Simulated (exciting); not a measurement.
Crystal: SiC (Moissanite 3C).

```
CELL_PARAMETERS angstrom
0.00000 2.17900 2.17900
2.17900 0.00000 2.17900
2.17900 2.17900 0.00000
ATOMIC_POSITIONS crystal
Si 0.00000 0.00000 0.00000
C 0.75000 0.75000 0.75000
```

Base run:

```yaml
Program: exciting (release sodium)
Functional: PBE
Potentials_or_basis: all-electron LAPW+lo, shipped species files, valence relativity iora*
rgkmax: 7.5
k_mesh: 10 × 10 × 10
Occupations: fermi-dirac, width 0.05 eV
Spin: no spin polarisation
```

Its results: band gap on the k mesh 1.36 eV, indirect (least direct gap 4.55 eV).

Task: The run is repeated on the same cell with these changes: functional from PBE to PBEsol. What comes out?

Result: Band gap on the k mesh 1.24 eV, indirect (least direct gap 4.46 eV).

Not every run made on this cell is shown here.
